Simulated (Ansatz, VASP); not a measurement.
**One calculation of Cu, two programs**

```
CELL_PARAMETERS angstrom
2.48812 0.00000 0.00000
-1.24406 2.15477 0.00000
0.00000 0.00000 8.12931
ATOMIC_POSITIONS crystal
Cu 0.00000 0.00000 0.00000
Cu 0.00000 0.00000 0.50000
Cu 0.33333 0.66667 0.25000
Cu 0.66667 0.33333 0.75000
```

Alike in both runs: functional LDA; k mesh 14 × 14 × 4; occupations fermi-dirac, width 0.1 eV; no spin polarisation.

Ansatz relaxed the structure, and its values are those at the end. VASP's run is a single point on that final structure, the one shown.

|  | VASP | Ansatz |
| --- | --- | --- |
| version | VASP 6.6.1 | Ansatz 0.2.0 |
| potentials or method | VASP PAW LDA potentials, release 64 (Cu) | plane waves (420 eV) with PAW, scalar-relativistic |
| plane-wave cutoff (eV) | 520 | 420 |
| valence electrons in the cell | 44 | 76 |

|  | VASP | Ansatz | Ansatz less VASP |
| --- | --- | --- | --- |
| pressure (GPa) | 0.9 | 0.0 | -0.89 |

The two sets of potentials don't hold the same shells in valence. Ansatz warned: «pseudo_functional_mismatch».
